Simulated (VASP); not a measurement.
# TiN (Fm-3m) in VASP: a series of runs

The runs below take TiN through relaxation of cell and atoms, with PBEsol.

Program: VASP 6.6.1. These are calculated values, not measurements. Logs are shortened: lines on timing, memory, paths and dates and some standing lists are left out, and cuts for length are marked.

### Step 1. The crystal as given

It takes space group Fm-3m (No. 225, cubic). The conventional cell has a = 4.238 Å, b = 4.238 Å, c = 4.238 Å, α = 90.00°, β = 90.00°, γ = 90.00°. Around Ti (site symmetry m-3m) lie 6 N at 2.12 Å. Around N (site symmetry m-3m) lie 6 Ti at 2.12 Å.

The cell was built by a generator and needn't be a form met in nature.

### Step 2. Relaxation of cell and atoms, PBEsol

File INCAR:

```
PREC = Accurate
ENCUT = 600
EDIFF = 1E-6
ISMEAR = 1
SIGMA = 0.1
LREAL = False
LASPH = True
NELM = 80
ALGO = Normal
ISIF = 3
LWAVE = False
LCHARG = False
GGA = PS
IBRION = 2
NSW = 90
EDIFFG = -0.01
```

File KPOINTS:

```
regular mesh
0
Gamma
  16 16 16
```

File POSCAR:

```
TiN
1.0
    0.0000000000      2.1190000000      2.1190000000
    2.1190000000      0.0000000000      2.1190000000
    2.1190000000      2.1190000000      0.0000000000
Ti N
1 1
Direct
    0.0000000000      0.0000000000      0.0000000000
    0.5000000000      0.5000000000      0.5000000000
```

Potentials or basis: VASP PAW PBE potentials, release 64 (Ti_sv, N).

Started as:

```sh
> cat potpaw_PBE.64/Ti_sv/POTCAR potpaw_PBE.64/N/POTCAR > POTCAR
> mpirun -np 1 vasp_std > vasp.out
```

OUTCAR:

```text
PREC = Accurate
   ENCUT = 600
   EDIFF = 1E-6
   ISMEAR = 1
   LREAL = False
   LASPH = True
   NELM = 80
   ISIF = 3
   GGA = PS
   IBRION = 2
   NSW = 90
   EDIFFG = -0.01

 ion  position               nearest neighbor table
   1  0.000  0.000  0.000-   2 2.12   2 2.12   2 2.12   2 2.12   2 2.12   2 2.12
   2  0.500  0.500  0.500-   1 2.12   1 2.12   1 2.12   1 2.12   1 2.12   1 2.12

  LATTYP: Found a face centered cubic cell.
 ALAT       =     4.2380000000

  Lattice vectors:

 A1 = (   0.0000000000,   2.1190000000,   2.1190000000)
 A2 = (   2.1190000000,   0.0000000000,   2.1190000000)
 A3 = (   2.1190000000,   2.1190000000,   0.0000000000)

Analysis of symmetry for initial positions (statically):
=====================================================================
 Subroutine PRICEL returns:
 Original cell was already a primitive cell.

 Routine SETGRP: Setting up the symmetry group for a
 face centered cubic supercell.

 Subroutine GETGRP returns: Found 48 space group operations
 (whereof 48 operations were pure point group operations)
 out of a pool of 48 trial point group operations.

The static configuration has the point symmetry O_h .

Analysis of symmetry for dynamics (positions and initial velocities):
=====================================================================
 Subroutine PRICEL returns:
 Original cell was already a primitive cell.

 Routine SETGRP: Setting up the symmetry group for a
 face centered cubic supercell.

 Subroutine GETGRP returns: Found 48 space group operations
 (whereof 48 operations were pure point group operations)
 out of a pool of 48 trial point group operations.

The dynamic configuration has the point symmetry O_h .

 Subroutine INISYM returns: Found 48 space group operations
 (whereof 48 operations are pure point group operations),
 and found     1 'primitive' translations

----------------------------------------------------------------------------------------

                                     Primitive cell

  volume of cell :      19.0293

  direct lattice vectors                    reciprocal lattice vectors
     0.000000000  2.119000000  2.119000000    -0.235960359  0.235960359  0.235960359
     2.119000000  0.000000000  2.119000000     0.235960359 -0.235960359  0.235960359
     2.119000000  2.119000000  0.000000000     0.235960359  0.235960359 -0.235960359

  length of vectors
     2.996718539  2.996718539  2.996718539     0.408695330  0.408695330  0.408695330

  position of ions in fractional coordinates (direct lattice)
     0.000000000  0.000000000  0.000000000
     0.500000000  0.500000000  0.500000000

  ion indices of the primitive-cell ions
   primitive index   ion index
                 1           1
                 2           2

----------------------------------------------------------------------------------------

 KPOINTS: regular mesh

Automatic generation of k-mesh.
 Grid dimensions read from file:
 generate k-points for:   16   16   16

 Generating k-lattice:

  Cartesian coordinates                     Fractional coordinates (reciprocal lattice)
    -0.014747522  0.014747522  0.014747522     0.062500000  0.000000000  0.000000000
     0.014747522 -0.014747522  0.014747522     0.000000000  0.062500000  0.000000000
     0.014747522  0.014747522 -0.014747522     0.000000000  0.000000000  0.062500000

  Length of vectors
     0.025543458  0.025543458  0.025543458

  Shift w.r.t. Gamma in fractional coordinates (k-lattice)
     0.000000000  0.000000000  0.000000000

 Subroutine IBZKPT returns following result:
 ===========================================

 Found    145 irreducible k-points:

 Following reciprocal coordinates:
            Coordinates               Weight
  0.000000  0.000000  0.000000      1.000000
  0.062500  0.000000  0.000000      8.000000
  0.125000  0.000000  0.000000      8.000000
  0.187500  0.000000  0.000000      8.000000
  0.250000  0.000000  0.000000      8.000000
  0.312500  0.000000  0.000000      8.000000
[... 16 lines left out ...]
 -0.125000  0.062500  0.000000     24.000000
 -0.062500  0.062500  0.000000     12.000000
 [... further k-points ...]
   k-points           NKPTS =    145   k-points in BZ     NKDIM =    145   number of bands    NBANDS=     12
   number of dos      NEDOS =    301   number of ions     NIONS =      2
   total plane-waves  NPLWV =  13824
   dimension x,y,z NGX =    24 NGY =   24 NGZ =   24
   dimension x,y,z NGXF=    48 NGYF=   48 NGZF=   48
   ions per type =               1   1
   NGX,Y,Z   is equivalent  to a cutoff of  13.31, 13.31, 13.31 a.u.
   NGXF,Y,Z  is equivalent  to a cutoff of  26.63, 26.63, 26.63 a.u.
 SYSTEM =  unknown system
   PREC   = accura    normal or accurate (medium, high low for compatibility)
   ISTART =      0    job   : 0-new  1-cont  2-samecut
   ICHARG =      2    charge: 1-file 2-atom 10-const
   ISPIN  =      1    spin polarized calculation?
   LNONCOLLINEAR =      F non collinear calculations
   LSORBIT =      F    spin-orbit coupling
   LASPH  =      T    aspherical Exc in radial PAW
   ENCUT  =  600.0 eV  44.10 Ry    6.64 a.u.   5.99  5.99  5.99*2*pi/ulx,y,z
   NELM   =     80;   NELMIN=  2; NELMDL= -5     # of ELM steps
   EDIFF  = 0.1E-05   stopping-criterion for ELM
   LREAL  =      F    real-space projection
   EDIFFG = -.1E-01   stopping-criterion for IOM
   NSW    =     90    number of steps for IOM
   IBRION =      2    ionic relax: 0-MD 1-quasi-New 2-CG
   NFREE  =      1    steps in history (QN), initial steepest desc. (CG)
   ISIF   =      3    stress and relaxation
   ISYM   =      2    0-nonsym 1-usesym 2-fastsym
   POTIM  = 0.5000    time-step for ionic-motion
   TEBEG  =    0.0;   TEEND  =   0.0 temperature during run
   PSTRESS=    0.0 pullay stress
   NELECT =      17.0000    total number of electrons
   NUPDOWN=      -1.0000    fix difference up-down
   EMIN   =  10.00;   EMAX   =-10.00  energy-range for DOS
   EFERMI =   0.00;   METHOD = LEGACY
   ISMEAR =     1;   SIGMA  =   0.10  broadening in eV -4-tet -1-fermi 0-gaus
   EFERMI_NEDOS =   21; number of points for ismear=-14 and -15
   IALGO  =     38    algorithm
   IMIX   =      4    mixing-type and parameters
     AMIX     =   0.40;   BMIX     =  1.00
     AMIX_MAG =   1.60;   BMIX_MAG =  1.00
  volume/ion in A,a.u.               =       9.51        64.21
  Fermi-wavevector in a.u.,A,eV,Ry     =   1.576704  2.979539 33.824024  2.485996
  Thomas-Fermi vector in A             =   2.677497
   LORBIT       =      0    0 simple, 1 ext, 2 COOP (PROOUT), +10 PAW based schemes
   GGA     = PS    functional components
   LHFCALC =     F    Hartree Fock is set to
   AEXX    =    0.0000 exact exchange contribution
   IVDW    =     0    specifies the selected vdW correction
   LEPSILON=     F    determine dielectric tensor
   LRPA    =     F    only Hartree local field effects (RPA)
 conjugate gradient relaxation of ions
 non-spin polarized calculation
 Methfessel and Paxton  Order N= 1 SIGMA  =   0.10
  energy-cutoff  :      600.00
  volume of cell :       19.03
 maximum number of plane-waves:       652
   NGX = 11   NGY = 11   NGZ = 11

--------------------------------------- Ionic step        1  -------------------------------------------

 number of electron      17.0000001 magnetization

 Free energy of the ion-electron system (eV)
  ---------------------------------------------------
  ext. energy  EPLUGINS =         0.00000000
  ---------------------------------------------------
  free energy    TOTEN  =       -20.77361488 eV

  energy without entropy =      -20.77224881  energy(sigma->0) =      -20.77315952

------------------------ aborting loop because EDIFF is reached ----------------------------------------

  FORCE on cell =-STRESS in cart. coord.  units (eV):
  Direction    XX          YY          ZZ          XY          YZ          ZX
  --------------------------------------------------------------------------------------
  -------------------------------------------------------------------------------------
  Total       -0.7814337     -0.7814337     -0.7814337      0.0000000     -0.0000000     -0.0000000
  in kB      -65.7930272    -65.7930272    -65.7930272      0.0000000     -0.0000000     -0.0000000
  external PRESSURE =     -65.7930272 kB  Pullay stress =       0.0000000 kB
[... 57 lines left out ...]
  energy  without entropy=      -20.7606508524  energy(sigma->0) =      -20.76160741

--------------------------------------- Ionic step        3  -------------------------------------------

 number of electron      16.9999998 magnetization

 Free energy of the ion-electron system (eV)
  ---------------------------------------------------
  ext. energy  EPLUGINS =         0.00000000
  ---------------------------------------------------
  free energy    TOTEN  =       -20.78267513 eV

  energy without entropy =      -20.78127858  energy(sigma->0) =      -20.78220961

 E-fermi :  11.6677     XC(G=0): -13.3641

 val. band max:       11.6642060366   @ k =   0.3750   0.1250   0.0000
 cond. band min:      11.6688056064   @ k =  -0.1875   0.0625   0.0000
 fundamental gap:      0.0045995698
 Fermi energy:        11.6677403888

 k-point     1 :       0.0000    0.0000    0.0000
  band No.  band energies     occupation
      1     -45.9141      2.00000
      2     -21.9748      2.00000
      3     -21.9748      2.00000
      4     -21.9748      2.00000
      5      -5.5389      2.00000
      6       9.6066      2.00000
      7       9.6066      2.00000
      8       9.6066      2.00000
      9      11.0042      2.00000
     10      11.0042      2.00000
     11      11.0042      2.00000
     12      12.2525     -0.00000
[... 331 lines left out ...]
 k-point    24 :      -0.0625    0.0625    0.0000
  band No.  band energies     occupation
      1     -45.9032      2.00000
      2     -22.0442      2.00000
      3     -21.9925      2.00000
      4     -21.9758      2.00000
      5      -5.3276      2.00000
      6       8.4982      2.00000
      7       8.7231      2.00000
      8       9.0445      2.00000
      9      11.1265      2.00000
     10      11.4370      2.00524
     11      11.5494      2.07037
     12      12.7134     -0.00000

 [... further k-points ...]

------------------------ aborting loop because EDIFF is reached ----------------------------------------

  FORCE on cell =-STRESS in cart. coord.  units (eV):
  Direction    XX          YY          ZZ          XY          YZ          ZX
  --------------------------------------------------------------------------------------
  -------------------------------------------------------------------------------------
  Total       -0.0030897     -0.0030897     -0.0030897     -0.0000000     -0.0000000      0.0000000
  in kB       -0.2661418     -0.2661418     -0.2661418     -0.0000000     -0.0000000      0.0000000
  external PRESSURE =      -0.2661418 kB  Pullay stress =       0.0000000 kB
[... 17 lines left out ...]
  FREE ENERGIE OF THE ION-ELECTRON SYSTEM (eV)
  ---------------------------------------------------
  free  energy   TOTEN  =       -20.7826751251 eV

  energy  without entropy=      -20.7812785796  energy(sigma->0) =      -20.78220961

 reached required accuracy - stopping structural energy minimisation
```

Wall time 62 s (1 thread of Intel Xeon Platinum 8488C (Sapphire Rapids), shared host); peak memory 0.18 GiB.

What came out:

```yaml
Free_energy: -20.7827 eV
Relaxed_volume: 9.30 Å³/atom
Relaxed_cell: a = 2.974 Å, b = 2.974 Å, c = 2.974 Å, α = 60.00°, β = 60.00°, γ = 60.00°
Space_group_after_relaxing_to_0.05_Å: Fm-3m (No. 225)
Energy_gained_by_relaxing: 4.5 meV/atom
Ionic_steps: 3
Pressure_after_relaxing: 0.0 GPa
Band_gap_on_the_k_mesh: none (metal or under the smearing width)
```

The path:
| step | energy change (eV) | largest force (eV/Å) | pressure (GPa) | volume (Å³) |
| --- | --- | --- | --- | --- |
| 1 | 0.0000 | 0.0000 | -6.58 | 19.03 |
| 2 | 0.0115 | 0.0000 | 10.91 | 17.97 |
| 3 | -0.0091 | 0.0000 | -0.03 | 18.60 |

Final structure:
```
Ti N
1.0
     0.00000    2.10294    2.10294
     2.10294    0.00000    2.10294
     2.10294    2.10294    0.00000
Ti N
1 1
Direct
  0.00000 0.00000 0.00000
  0.50000 0.50000 0.50000
```

Levels at points of the mesh, in eV from the Fermi level:
| k point | band 7 | band 8 | band 9 | band 10 | band 11 | band 12 |
| --- | --- | --- | --- | --- | --- | --- |
| (0.00, 0.00, 0.00) | -2.06 | -2.06 | -0.66 | -0.66 | -0.66 | 0.58 |
| (0.50, 0.00, 0.00) | -5.63 | -5.63 | 1.76 | 1.76 | 2.47 | 5.97 |
| (0.50, 0.50, 0.00) | -3.26 | -3.26 | -3.24 | 1.70 | 2.50 | 2.50 |

Caveat: the PAW data sets were made with another functional, which shifts forces and pressure a little.

### Step 3. Relaxation of cell and atoms, PBEsol

This run uses another cell than the first one, of 9.30 Å³/atom, 0.977 times its volume.

Edit INCAR of step 2 so:

```diff
@@ -2,3 +2,3 @@
 ENCUT = 600
-EDIFF = 1E-6
+EDIFF = 1E-7
 ISMEAR = 1
@@ -15,2 +15,2 @@
 NSW = 90
-EDIFFG = -0.01
+EDIFFG = -0.005
```

KPOINTS is that of step 2.

File POSCAR:

```
TiN                                     
1.0
    0.0000000000      2.1029354761      2.1029354761
    2.1029354761      0.0000000000      2.1029354761
    2.1029354761      2.1029354761     -0.0000000000
  Ti              N             
     1     1
Direct
     0.0000000000000000    0.0000000000000000    0.0000000000000000
     0.5000000000000000    0.5000000000000000    0.5000000000000000
```

Potentials or basis: VASP PAW PBE potentials, release 64 (Ti_sv, N).

Started as:

```sh
> cat potpaw_PBE.64/Ti_sv/POTCAR potpaw_PBE.64/N/POTCAR > POTCAR
> mpirun -np 1 vasp_std > vasp.out
```

Run time: 26 s. Hardware: 1 thread of Intel Xeon Platinum 8488C (Sapphire Rapids), shared host; peak memory 0.17 GiB.

The run converged. Its results:

| Item | Value |
| --- | --- |
| Free energy | -20.7818 eV |
| Pressure after relaxing | 0.0 GPa |
| Band gap on the k mesh | none (metal or under the smearing width) |

Final structure:
```cif
data_structure
_symmetry_space_group_name_H-M 'P 1'
_symmetry_Int_Tables_number 1
_cell_length_a 2.9740
_cell_length_b 2.9740
_cell_length_c 2.9740
_cell_angle_alpha 60.000
_cell_angle_beta 60.000
_cell_angle_gamma 60.000
_cell_volume 18.60
loop_
_atom_site_label
_atom_site_type_symbol
_atom_site_fract_x
_atom_site_fract_y
_atom_site_fract_z
_atom_site_occupancy
Ti1 Ti 0.00000 0.00000 0.00000 1
N1 N 0.50000 0.50000 0.50000 1
```

Levels at points of the mesh, in eV from the Fermi level:
```tsv
k point	band 6	band 7	band 8	band 9	band 10	band 11	band 12
(0.00, 0.00, 0.00)	-2.06	-2.06	-2.06	-0.66	-0.66	-0.66	0.58
(0.50, 0.00, 0.00)	-8.28	-5.63	-5.63	1.76	1.76	2.47	5.97
(0.50, 0.50, 0.00)	-5.91	-3.26	-3.26	-3.24	1.70	2.50	2.50
```

Caveat: the relaxation stopped at its first step, so nothing moved; the PAW data sets were made with another functional, which shifts forces and pressure a little.
